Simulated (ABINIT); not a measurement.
BaTiO3:

```
Ba Ti O
1.0
     2.82737    1.63238    2.31839
    -2.82737    1.63238    2.31839
     0.00000   -3.26476    2.31839
Ba Ti O
1 1 3
Cartesian
  0.0000 0.0000 0.0000
  0.0000 0.0000 3.3698
  1.3885 -0.8017 2.3988
  -1.3885 -0.8017 2.3988
  0.0000 1.6033 2.3988
```

```yaml
Program: ABINIT 10.8.3 (patched build)
Task: single point
Functional: PBE
Potentials_or_basis: JTH PAW PBE v2.0
Cutoff: 626 eV
k_mesh: 7 × 7 × 7
Occupations: fermi-dirac, width 0.05 eV
Spin: no spin polarisation
```

On this cell: pressure 6.3 GPa; largest force 0.191 eV/Å; band gap on the k mesh 2.46 eV, indirect (least direct gap 2.79 eV).

The same run follows on a disturbed copy (atoms moved at random, drawn with an rms of 0.05 Å):

```
Ba Ti O
1.0
     2.82737    1.63238    2.31839
    -2.82737    1.63238    2.31839
     0.00000   -3.26476    2.31839
Ba Ti O
1 1 3
Direct
  0.98732 0.99202 0.00712
  0.48312 0.47259 0.48203
  0.51050 0.00929 0.51653
  0.02118 0.52026 0.51359
  0.51078 0.51392 0.01422
```

Problem. What changes?

Solution. The energy moves by +9.6 meV/atom; pressure 6.6 GPa; largest force 0.583 eV/Å; band gap on the k mesh 2.58 eV, indirect (least direct gap 2.99 eV).

Forces on the atoms (eV/Å):
```
Ba   0.201  0.318  0.024
Ti  -0.299 -0.098  0.491
O   -0.279  0.301  0.064
O    0.146 -0.179 -0.487
O    0.230 -0.343 -0.092
```

Stress tensor (GPa, compression positive):
```
 6.41  0.23 -0.09
 0.23  6.13  0.45
-0.09  0.45  7.17
```

Caveats: this set's barium file shifts pressures by 1.5 GPa and gaps by 0.1 eV against other sets; spin-orbit coupling is left out, which moves the levels of the heavy elements; an odd mesh through Γ misses points on the zone boundary, where band edges often lie; the atomic spheres overlap.
